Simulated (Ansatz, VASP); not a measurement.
# PbSe (Clausthalite) in VASP and in Ansatz

Contents of INCAR:

```
SYSTEM = PbSe
ALGO = Normal
EDIFF = 1E-6
ENCUT = 520
GGA = PS
ISIF = 2
ISMEAR = 0
LASPH = .True.
LCHARG = .False.
LREAL = .False.
LWAVE = .False.
NBANDS = 17
NELM = 80
PREC = Accurate
SIGMA = 0.01
```

Contents of KPOINTS:

```
k-points
0
Gamma
  10 10 10
  0 0 0
```

POSCAR

```
PbSe
1.0
    0.0000000000      3.0515521252      3.0515521252
    3.0515521252      0.0000000000      3.0515521252
    3.0515521252      3.0515521252      0.0000000000
Pb Se
1 1
Direct
    0.0000000000      0.0000000000      0.0000000000
    0.5000000000      0.5000000000      0.5000000000
```

Input for Ansatz:

```yaml
crystal:
  lattice:
    - [0.0, 3.0515521252, 3.0515521252]
    - [3.0515521252, 0.0, 3.0515521252]
    - [3.0515521252, 3.0515521252, 0.0]
  atoms:
    - { symbol: Pb, position: [0.0, 0.0, 0.0] }
    - { symbol: Se, position: [0.5, 0.5, 0.5] }
basis:
  ecutwfc: 420
kpoints:
  mp_grid: { grid: [10, 10, 10] }
  band_path: { path: [VBM, CBM], npoints: 2 }
hamiltonian:
  xc: pbesol
scf:
  occupations: { method: gaussian, width: 0.01 }
output:
  forces: true
  stress: true
  eigenvalues: true
```

Alike in both runs: task single point; functional PBEsol; k mesh 10 × 10 × 10; occupations gaussian, width 0.01 eV; no spin polarisation.

|  | VASP | Ansatz |
| --- | --- | --- |
| version | VASP 6.6.1 | Ansatz 0.2.0 |
| potentials or method | VASP PAW PBE potentials, release 64 (Pb_d, Se) | scalar-relativistic, plane waves, PAW |
| plane-wave cutoff (eV) | 520 | 420 |
| valence electrons in the cell | 20 | 30 |

|  | VASP | Ansatz | Ansatz less VASP |
| --- | --- | --- | --- |
| gap on the k mesh at the Fermi level (eV) | 0.17 | 0.17 | -0.003 |
| least direct gap on the mesh (eV) | 0.17 | 0.17 | -0.003 |
| pressure (GPa) | 0.0 | 0.0 | +0.01 |

The functional is the same, so the differences come from potentials, cutoffs and numerics. The two sets of potentials don't hold the same shells in valence.

Caveats: the PAW data sets were made with another functional, which shifts forces and pressure a little (VASP); spin-orbit coupling is left out, which as a rule narrows the gap of such compounds by several tenths of an eV.
